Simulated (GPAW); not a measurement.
# InAs (F-43m) in GPAW: settings compared, part 2 of 3

GPAW 26.7.0.

### Step 3. Born charges, r2SCAN

The input, run.py:

```python
import json
import numpy as np
from ase import Atoms
from ase.constraints import FixSymmetry
from ase.filters import FrechetCellFilter
from ase.io import write
from ase.optimize import BFGS
from phonopy import Phonopy
from phonopy.structure.atoms import PhonopyAtoms
from gpaw import GPAW, PW
from gpaw.berryphase import polarization_phase

atoms = Atoms(['In', 'As'],
              cell=[[0.0, 3.018, 3.018],
                    [3.018, 0.0, 3.018],
                    [3.018, 3.018, 0.0]],
              scaled_positions=[[0.0, 0.0, 0.0],
                                [0.75, 0.75, 0.75]],
              pbc=True)

calc = GPAW(mode=PW(600),
            xc='MGGA_X_R2SCAN+MGGA_C_R2SCAN',
            kpts={'size': (4, 4, 4), 'gamma': True},
            occupations={'name': 'fermi-dirac', 'width': 0.01},
            nbands=18,
            convergence={'density': 1e-06, 'forces': 0.0001, 'eigenstates': 1e-09},
            maxiter=150,
            txt='gpaw.txt')
atoms.calc = calc
atoms.set_constraint(FixSymmetry(atoms))
BFGS(FrechetCellFilter(atoms), trajectory='relax.traj', logfile='-').run(fmax=0.005, steps=40)
atoms.set_constraint()
energy = atoms.get_potential_energy()
forces = atoms.get_forces()
stress = atoms.get_stress()
calc.write('gs.gpw')
write('result.traj', atoms)
print('Cell:', atoms.cell.cellpar().round(4))
print(atoms.get_scaled_positions().round(5))

n = len(atoms)
unit = PhonopyAtoms(symbols=atoms.get_chemical_symbols(), cell=atoms.cell[:], scaled_positions=atoms.get_scaled_positions())
ph = Phonopy(unit, supercell_matrix=np.eye(3, dtype=int), primitive_matrix=np.eye(3), symprec=1e-4)
ph.generate_displacements(distance=0.01, is_plusminus=True)
forces, phases = [], []
for i, move in enumerate(ph.dataset['first_atoms']):
    b = atoms.copy()
    b.positions[move['number']] += move['displacement']
    c = GPAW(mode=PW(510),
             xc='MGGA_X_R2SCAN+MGGA_C_R2SCAN',
             kpts={'size': (4, 4, 4), 'gamma': True},
             occupations={'name': 'fermi-dirac', 'width': 0.01},
             nbands=18,
             convergence={'density': 1e-06, 'forces': 0.0001, 'eigenstates': 1e-09},
             maxiter=150,
             symmetry='off',
             txt=f'disp-{i:02d}.txt')
    b.calc = c
    f = b.get_forces()
    forces.append(f - f.mean(axis=0))
    c.write('disp.gpw', 'all')
    phases.append(polarization_phase(gpw_wfs='disp.gpw')['phase_c'])
    print(move['number'], np.round(move['displacement'], 4), 'phases', phases[-1].round(5), flush=True)

# each pair of opposite moves, with its images under the space group
ops, cell, spos = ph.symmetry.symmetry_operations, atoms.cell[:].T, atoms.get_scaled_positions()
moves, dipoles = [[] for a in atoms], [[] for a in atoms]
for move, up, down in zip(ph.dataset['first_atoms'][::2], phases[::2], phases[1::2]):
    dphi = (up - down + np.pi) % (2 * np.pi) - np.pi
    dp = dphi @ atoms.cell[:] / (2 * np.pi)  # e A
    for w, t in zip(ops['rotations'], ops['translations']):
        x = w @ spos[move['number']] + t - spos
        b = np.linalg.norm(x - x.round(), axis=1).argmin()
        R = cell @ w @ np.linalg.inv(cell)
        moves[b].append(R @ move['displacement'] * 2)
        dipoles[b].append(R @ dp)
Z = np.array([np.linalg.lstsq(np.array(u), np.array(p), rcond=None)[0].T for u, p in zip(moves, dipoles)])  # Z[a, i, j] = dp_i / du_j
ph.forces = forces
ph.produce_force_constants()
ph.symmetrize_force_constants()
H = ph.force_constants.transpose(0, 2, 1, 3).reshape((3 * n, 3 * n))
rule = Z.sum(axis=0)
print('Sum of the charges:')
print(rule.round(4))
Z -= rule / n
for a in atoms:
    print(a.symbol)
    print(Z[a.index].round(3))
w = np.repeat(atoms.get_masses()**-0.5, 3)
omega2, modes = np.linalg.eigh(H * w * w[:, None])
nu = np.sign(omega2) * abs(omega2)**0.5 * 521.4709  # cm^-1
dipoles = np.einsum('aij,ajm->mi', Z, (modes * w[:, None]).reshape((n, 3, -1)))  # e / amu^0.5
optical = np.argsort(abs(omega2))[3:]
eps_ion = sum(np.outer(dipoles[m], dipoles[m]) / omega2[m] for m in optical) * 4 * np.pi * 14.399645 / atoms.get_volume()
for m in range(3 * n):
    print(f'{nu[m]:9.2f} cm^-1  IR {(dipoles[m]**2).sum():8.4f} e^2/amu')
print('Lattice part of the dielectric tensor:')
print(eps_ion.round(3))
json.dump({'Z': Z.tolist(), 'rule': rule.tolist(), 'nu': nu.tolist(), 'ir': (dipoles**2).sum(1).tolist(), 'eps_ion': eps_ion.tolist()},
          open('born.json', 'w'))
```

Potentials or basis: GPAW PAW data sets (gpaw-data 1.2.1), pw.

Command:

```bash
> OMP_NUM_THREADS=1 python run.py
```

gpaw.txt:

```text
__  _  _
 | _ |_)|_||  |
 |__||  | ||/\| - 26.7.0

Input parameters:
  mode=PW(ecut=600.0),
  convergence={'density': 1e-06, 'forces': 0.0001, 'eigenstates': 1e-09},
  kpts=MonkhorstPack(size=(4, 4, 4), gamma=True),
  maxiter=150,
  nbands=18,
  occupations=Occupations(name='fermi-dirac', width=0.01),
  xc=XC(name='MGGA_X_R2SCAN+MGGA_C_R2SCAN')

Diagonalizing LCAO Hamiltonian
Converting LCAO to pw mode

                     As

       In

Atoms  # Å, Bohr magnetons
|   | symbol |        x |        y |        z |    initial magnetic moments |
|---|--------|----------|----------|----------|-----------------------------|
| 0 |     In | 0.000000 | 0.000000 | 0.000000 | ( 0.0000,  0.0000,  0.0000) |
| 1 |     As | 4.527000 | 4.527000 | 4.527000 | ( 0.0000,  0.0000,  0.0000) |

Unit cell  # Å
| periodic |        x |        y |        z |  lengths |    angles |
|----------|----------|----------|----------|----------|-----------|
|      yes | 0.000000 | 3.018000 | 3.018000 | 4.268097 | 60.000000 |
|      yes | 3.018000 | 0.000000 | 3.018000 | 4.268097 | 60.000000 |
|      yes | 3.018000 | 3.018000 | 0.000000 | 4.268097 | 60.000000 |

Number of symmetries: 24
Symmetry operations  # r_c * U_cc + t_c -> r_c
|    | kind |            matrix            |
|----|------|------------------------------|
|  0 |  E   |  1, 0, 0,  0, 1, 0,  0, 0, 1 |
|  1 |  σ   |  1, 0, 0,  0, 0, 1,  0, 1, 0 |
|  2 |  σ   |  1, 0,-1,  0, 1,-1,  0, 0,-1 |
|  3 |  C3  |  1, 0,-1,  0, 0,-1,  0, 1,-1 |
|  4 |  C3  |  1,-1, 0,  0,-1, 1,  0,-1, 0 |
|  5 |  σ   |  1,-1, 0,  0,-1, 0,  0,-1, 1 |
|  6 |  σ   |  0, 1, 0,  1, 0, 0,  0, 0, 1 |
|  7 |  C3  |  0, 1, 0,  0, 0, 1,  1, 0, 0 |
|  8 |  C2  |  0, 1,-1,  1, 0,-1,  0, 0,-1 |
|  9 |  S4  |  0, 1,-1,  0, 0,-1,  1, 0,-1 |
| 10 |  C3  |  0, 0, 1,  1, 0, 0,  0, 1, 0 |
| 11 |  σ   |  0, 0, 1,  0, 1, 0,  1, 0, 0 |
| 12 |  S4  |  0, 0,-1,  1, 0,-1,  0, 1,-1 |
| 13 |  C3  |  0, 0,-1,  0, 1,-1,  1, 0,-1 |
[... 127 lines left out ...]
convergence criteria:
- Maximum integral of absolute [dens]ity change: 1e-06 electrons / valence electron
- Maximum change in the atomic [forces] across last 2 cycles: 0.0001 eV/Ang OR
Maximum error relative to the maximum force is below inf
- Maximum integral of absolute [eigenst]ate change: 1e-09 eV^2 / valence electron
- Maximum [total energy] change in last 3 cyles: 0.0005 eV / valence electron
maximum number of iterations: 150

SCF iterations
|iter     | |      energy | eigst |  dens |force |
|---------|-|-------------|-------|-------|------|
|iter:   1| |  -32.711014 | -0.31 |       |      |
|iter:   2| |  -30.923164 | -1.23 | -1.18 |      |
|iter:   3| |-5982863.061492 | +6.23 | -1.15 |      |
|iter:   4| |   -9.429734 | +2.00 | +2.38 |      |
|iter:   5| |  -30.688941 | +0.76 | -0.52 |      |
|iter:   6| |  -30.823252 | -0.87 | -1.79 |      |
|iter:   7| |  -30.823516 | -2.79 | -1.96 |      |
|iter:   8| |  -30.824146c| -4.09 | -2.40 |      |
|iter:   9| |  -30.823759c| -5.20 | -2.51 |      |
|iter:  10| |  -30.823625c| -5.63 | -2.74 |      |
|iter:  11| |  -30.823574c| -6.00 | -2.93 |      |
|iter:  12| |  -30.823531c| -5.97 | -3.06 |      |
|iter:  13| |  -30.823520c| -6.37 | -3.36 |      |
|iter:  14| |  -30.823518c| -6.80 | -3.70 |      |
|iter:  15| |  -30.823517c| -7.62 | -4.28 |      |
|iter:  16| |  -30.823517c| -9.46c| -5.60 |      |
|iter:  17| |  -30.823517c| -9.84c| -5.95 |      |
|iter:  18| |  -30.823517c|-10.45c| -6.18c|      |
|iter:  19| |  -30.823517c|-11.49c| -7.09c|-15.77c|
[... 297 lines left out ...]
Stress tensor  # eV/Ang^3
|         x |         y |         z |
|-----------|-----------|-----------|
| -0.010373 |  0.000000 |  0.000000 |
|  0.000000 | -0.010373 |  0.000000 |
|  0.000000 |  0.000000 | -0.010373 |

Forces  # eV/Ang
|        x |       y |        z |
|----------|---------|----------|
|  0.00000 | 0.00000 | -0.00000 |  # In   0
| -0.00000 | 0.00000 | -0.00000 |  # As   1

Interpolating wave functions to new cell

                     As

       In

Atoms  # Å, Bohr magnetons
|   | symbol |        x |        y |        z |    initial magnetic moments |
|---|--------|----------|----------|----------|-----------------------------|
| 0 |     In | 0.000000 | 0.000000 | 0.000000 | ( 0.0000,  0.0000,  0.0000) |
| 1 |     As | 4.577792 | 4.577792 | 4.577792 | ( 0.0000,  0.0000,  0.0000) |
[... 162 lines left out ...]
|iter     | |      energy | eigst |  dens |force |
|---------|-|-------------|-------|-------|------|
|iter:   1| |  -37.946630 | -0.76 |       |      |
|iter:   2| |  -30.854793 | -1.01 | -1.62 |      |
|iter:   3| |  -30.852397 | -3.02 | -1.85 |      |
|iter:   4| |  -30.838856 | -3.73 | -1.89 |      |
|iter:   5| |  -30.836817 | -3.82 | -2.23 |      |
|iter:   6| |  -30.836616c| -4.95 | -2.66 |      |
|iter:   7| |  -30.836720c| -4.13 | -2.68 |      |
|iter:   8| |  -30.836694c| -5.62 | -2.65 |      |
|iter:   9| |  -30.836866c| -5.08 | -2.69 |      |
|iter:  10| |  -30.836860c| -7.10 | -2.73 |      |
|iter:  11| |  -30.836884c| -5.96 | -2.76 |      |
|iter:  12| |  -30.836908c| -5.78 | -2.96 |      |
|iter:  13| |  -30.836885c| -5.82 | -3.26 |      |
|iter:  14| |  -30.836884c| -7.35 | -4.51 |      |
|iter:  15| |  -30.836884c| -8.66 | -4.89 |      |
|iter:  16| |  -30.836884c| -9.16c| -5.66 |      |
|iter:  17| |  -30.836884c| -9.96c| -6.14c|      |
|iter:  18| |  -30.836884c|-10.47c| -6.72c|-15.78c|

Converged in 18 steps
Energy contributions relative to reference atoms: (reference = -221478.393260)

Energy contributions:
  Kinetic:          29.166381
  Coulomb:         -26.463136
  Zero:             -0.014803
  External:          0.000000
  Xc:              -33.525271
  Entropy:          -0.000110
  Spinorbit:         0.000000
  ----------------------------
  Free energy:     -30.836939
  Extrapolated:    -30.836884
[... 46 lines left out ...]
                     As

       In

Atoms  # Å, Bohr magnetons
|   | symbol |        x |        y |         z |    initial magnetic moments |
|---|--------|----------|----------|-----------|-----------------------------|
| 0 |     In | 0.000000 | 0.000000 | -0.000000 | ( 0.0000,  0.0000,  0.0000) |
| 1 |     As | 4.580055 | 4.580055 |  4.580055 | ( 0.0000,  0.0000,  0.0000) |

Unit cell  # Å
| periodic |         x |        y |         z |  lengths |    angles |
|----------|-----------|----------|-----------|----------|-----------|
|      yes | -0.000000 | 3.053370 |  3.053370 | 4.318118 | 60.000000 |
|      yes |  3.053370 | 0.000000 |  3.053370 | 4.318118 | 60.000000 |
|      yes |  3.053370 | 3.053370 | -0.000000 | 4.318118 | 60.000000 |

Number of symmetries: 24
Symmetry operations  # r_c * U_cc + t_c -> r_c
|    | kind |            matrix            |
|----|------|------------------------------|
|  0 |  E   |  1, 0, 0,  0, 1, 0,  0, 0, 1 |
|  1 |  σ   |  1, 0, 0,  0, 0, 1,  0, 1, 0 |
|  2 |  σ   |  1, 0,-1,  0, 1,-1,  0, 0,-1 |
|  3 |  C3  |  1, 0,-1,  0, 0,-1,  0, 1,-1 |
|  4 |  C3  |  1,-1, 0,  0,-1, 1,  0,-1, 0 |
|  5 |  σ   |  1,-1, 0,  0,-1, 0,  0,-1, 1 |
|  6 |  σ   |  0, 1, 0,  1, 0, 0,  0, 0, 1 |
|  7 |  C3  |  0, 1, 0,  0, 0, 1,  1, 0, 0 |
[... 141 lines left out ...]
SCF iterations
|iter     | |      energy | eigst |  dens |force |
|---------|-|-------------|-------|-------|------|
|iter:   1| |  -38.068805 | -0.81 |       |      |
|iter:   2| |  -30.834678 | -1.02 | -1.64 |      |
|iter:   3| |  -30.837120 | -3.15 | -2.58 |      |
|iter:   4| |  -30.837102c| -4.72 | -2.81 |      |
|iter:   5| |  -30.837009c| -6.09 | -2.87 |      |
|iter:   6| |  -30.836959c| -6.27 | -3.10 |      |
|iter:   7| |  -30.836952c| -7.06 | -3.61 |      |
|iter:   8| |  -30.836943c| -6.71 | -3.86 |      |
|iter:   9| |  -30.836942c| -7.10 | -4.27 |      |
|iter:  10| |  -30.836942c| -8.77 | -4.80 |      |
|iter:  11| |  -30.836942c| -9.14c| -4.99 |      |
|iter:  12| |  -30.836942c|-10.07c| -5.21 |      |
|iter:  13| |  -30.836943c| -9.84c| -5.36 |      |
|iter:  14| |  -30.836942c| -9.75c| -5.86 |      |
|iter:  15| |  -30.836942c|-10.62c| -6.40c|      |
|iter:  16| |  -30.836942c|-11.36c| -7.41c|-16.00c|

Converged in 16 steps
Energy contributions relative to reference atoms: (reference = -221478.393260)

Energy contributions:
  Kinetic:          29.040718
  Coulomb:         -26.362727
  Zero:             -0.014857
  External:          0.000000
  Xc:              -33.500002
  Entropy:          -0.000150
  Spinorbit:         0.000000
  ----------------------------
  Free energy:     -30.837017
  Extrapolated:    -30.836942
[... 38 lines left out ...]
Forces  # eV/Ang
|       x |        y |        z |
|---------|----------|----------|
| 0.00000 | -0.00000 | -0.00000 |  # In   0
| 0.00000 | -0.00000 | -0.00000 |  # As   1

# Writing to gs.gpw (mode='')
```

Wall time 16 min (1 thread of Arm Neoverse V1, shared host); peak memory 1.4 GiB.

What came out:

```
Free energy                                             : -30.8370 eV
Relaxed volume                                          : 28.47 Å³/atom
Relaxed cell                                            : a = 4.318 Å, b = 4.318 Å, c = 4.318 Å, α = 60.00°, β = 60.00°, γ = 60.00°
Space group after relaxing (to 0.05 Å)                  : F-43m (No. 216)
Pressure after relaxing                                 : 0.0 GPa
Band gap on the k mesh                                  : 0.07 eV, direct
Born charges (mean of the diagonal)                     : In +3.14; As -3.14 e
Highest phonon frequency at Γ, LO-TO splitting left out : 205 cm⁻¹
```

Final structure:
```xyz
2
Lattice="0.0000 3.0534 3.0534 3.0534 0.0000 3.0534 3.0534 3.0534 0.0000" Properties=species:S:1:pos:R:3 pbc="T T T"
In    0.0000    0.0000    0.0000
As    4.5801    4.5801    4.5801
```

Phonon frequencies in cm⁻¹ (negative: imaginary):
| q point | frequencies |
| --- | --- |
| (0.000, 0.000, 0.000) | 0 0 0 205 205 205 |

Born effective charge tensors (e):
atom 1, In
```
3.14 0.00 0.00
0.00 3.14 0.00
0.00 0.00 3.14
```
atom 2, As
```
-3.14  0.00  0.00
 0.00 -3.14  0.00
 0.00  0.00 -3.14
```

Caveat: the k mesh is coarse (spacing up to 0.45 Å⁻¹), so the values aren't converged; the cutoff is short for stress and forces, so pressures can be off by a GPa or more; the LO-TO splitting is left out; the PAW data sets were made with another functional, which shifts forces and pressure a little; spin-orbit coupling is left out, which moves the levels of the heavy elements.

(Part 2 of 3 ends here.)
